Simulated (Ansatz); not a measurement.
`CBCl` + `F[C](F)F`• → `C[B]Cl`• + `FC(F)F` at 500 K and 1 bar (hydrogen abstraction from a B–H bond).

Gas-phase electronic energies from Ansatz, PBE0-D4/def2-TZVP geometries. CCSD(T)/CBS is the MP2 limit (def2-TZVPP, def2-QZVPP) plus CCSD(T) − MP2 in def2-TZVPP, frozen cores. This one scheme is used for every species. Open shells (•) are unrestricted, without spin–orbit coupling.

```tsv
species	CCSD(T)/CBS energy (Eh)	H − E (kJ/mol)	S (J/(mol·K))
`CBCl`	-525.07110	160.2	325.9
`F[C](F)F`•	-337.34656	55.3	293.3
`C[B]Cl`•	-524.39586	131.0	322.9
`FC(F)F`	-338.02896	90.5	290.1
```

H − E and S are ideal-gas, rigid-rotor, harmonic terms from PBE0-D4/def2-TZVP, for one conformer and one mirror image of each species, with the whole ground term of open shells counted as degenerate. 1 Eh = 2625.50 kJ/mol, R = 8.31446 J/(mol·K).

Question: By hand: ΔE, ΔH, ΔS and ΔG.

Answer: ΔE = (-524.39586) + (-338.02896) − (-525.07110) − (-337.34656) = -0.00716 Eh = -18.8 kJ/mol. Δ(H − E) = 131.0 + 90.5 − 160.2 − 55.3 = 6.0, so ΔH = -12.8 kJ/mol. ΔS = 322.9 + 290.1 − 325.9 − 293.3 = -6.2 J/(mol·K). ΔG = -12.8 − 500 × (-6.2)/1000 = -9.7 kJ/mol.

Question: By hand: the equilibrium constant, and the temperature at which ΔG would vanish if ΔH and ΔS stayed fixed.

Answer: log₁₀ K = −ΔG/(RT ln 10) = 1.0. ΔG = 0 at ΔH/ΔS = 2065 K, though so small a ΔS makes that figure unsure.

The number of gas molecules stays the same, so ΔS is small and ΔH decides. A doubt of 5 kJ/mol in ΔE shifts log₁₀ K by 0.5 here. Other conformers and mirror images would add mixing entropy, several J/(mol·K) or more a flexible species. Modes under 60 cm⁻¹, often nearly free rotors, make the harmonic entropy too high. These are equilibria of isolated gas molecules and say nothing of rates. Largest T1 diagnostic: 0.014 (customary marks: 0.02 for closed shells, 0.045 for open ones).
